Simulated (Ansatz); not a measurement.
# Si2W: straining the crystal, biaxial strain in the a-b plane

An exercise on one series of results from a longer session: the logs are not shown, and one member is left open.

Computed with Ansatz 0.2.0 (DFT PBE, scalar-relativistic, plane waves, PAW, unless a step's input says otherwise).

2 further runs of the same task are left out: 2 set aside as unsound or not needed.

## The structure to begin with

The structure is tetragonal, space group I4/mmm (No. 139). The conventional cell has a = 3.229 Å, b = 3.229 Å, c = 7.867 Å, α = 90.00°, β = 90.00°, γ = 90.00°. Si (site symmetry 4mm) is surrounded by 5 Si at 2.60 to 2.64 Å and 5 W at 2.63 Å. W (site symmetry 4/mmm) has 10 Si at 2.63 Å in its first shell of neighbours.

Structure file:

```xyz
6
Lattice="3.2290 0.0000 0.0000 0.0000 3.2290 0.0000 0.0000 0.0000 7.8668" Properties=species:S:1:pos:R:3 pbc="T T T"
Si    0.0000    0.0000    2.6320
Si    1.6145    1.6145    1.3014
Si    1.6145    1.6145    6.5655
Si    0.0000    0.0000    5.2348
W     0.0000    0.0000    0.0000
W     1.6145    1.6145    3.9334
```

The unstrained cell was computed beforehand with the same settings: E(σ→0) = -23314.9192 eV for 6 atoms, gap none (metal).

Set-up of the first run:

Contents of input.yaml:

```yaml
crystal:
  lattice:
    - [3.1805603846, 0.0, 0.0]
    - [0.0, 3.1805603846, 0.0]
    - [0.0, 0.0, 7.9376292699]
  atoms:
    - { symbol: Si, position: [0.0, 0.0, 0.3345744057] }
    - { symbol: Si, position: [0.5, 0.5, 0.1654255943] }
    - { symbol: Si, position: [0.5, 0.5, 0.8345744057] }
    - { symbol: Si, position: [0.0, 0.0, 0.6654255943] }
    - { symbol: W, position: [0.0, 0.0, 0.0] }
    - { symbol: W, position: [0.5, 0.5, 0.5] }
basis:
  ecutwfc: 420
kpoints:
  mp_grid: { grid: [12, 12, 6] }
hamiltonian:
  xc: pbe
scf:
  occupations: { method: gaussian, width: 0.1 }
output:
  forces: true
  stress: true
  eigenvalues: true
relax:
  adjacent_minimum: "off"
  f_tol: 0.008
  max_steps: 40
  cell: { stress_tol: 0.015, fix: [a, b, gamma] }
```

Command:

```console
> ansatz run input.yaml --threads 1 --pin off --max-ram 2560MiB --backend cpu --events-out ev --progress --plain --runs-dir out
```

Among the steps run: The cell strained by -1.5 %; At +1.5 %; At -3.0 %; The cell strained by +3.0 %; The cell strained by -4.5 %; Strain +4.5 %.

One table of the session follows, with a row left open; its other results are not shown here.

Lengths are those of the vectors of the cell that was run; stresses in GPa:

```
strain (%)  ΔE (meV/atom)  a (Å)  b (Å)  c (Å)
      -4.5           95.6  3.084  3.084  8.028
      -3.0           41.0  3.132  3.132  7.966
      -1.5              ?      ?      ?      ?
      +0.0            0.0  3.229  3.229  7.867
      +1.5            9.3  3.277  3.277  7.829
      +3.0           35.8  3.326  3.326  7.795
      +4.5           77.6  3.374  3.374  7.764
```

**Question.** Estimate the row for strain (%) = -1.5.

Worked estimate for «ΔE (meV/atom)». A straight line through the neighbours (-3.0, 41.0) and (0.0, 0.0) gives 41.0 + (0.0 − 41.0) × (-1.5 + 3.0) / (0.0 + 3.0) = 20.5; a parabola fitted to 4 rows on both sides gives 9.9.

As computed: ΔE (meV/atom): 9.9; a (Å): 3.181; b (Å): 3.181; c (Å): 7.914. In «ΔE (meV/atom)» the line misses by +10.6 and the parabola by 0.0.

ΔE is over the unstrained cell. Stress in GPa, positive in compression, on the Cartesian axes of the input. 
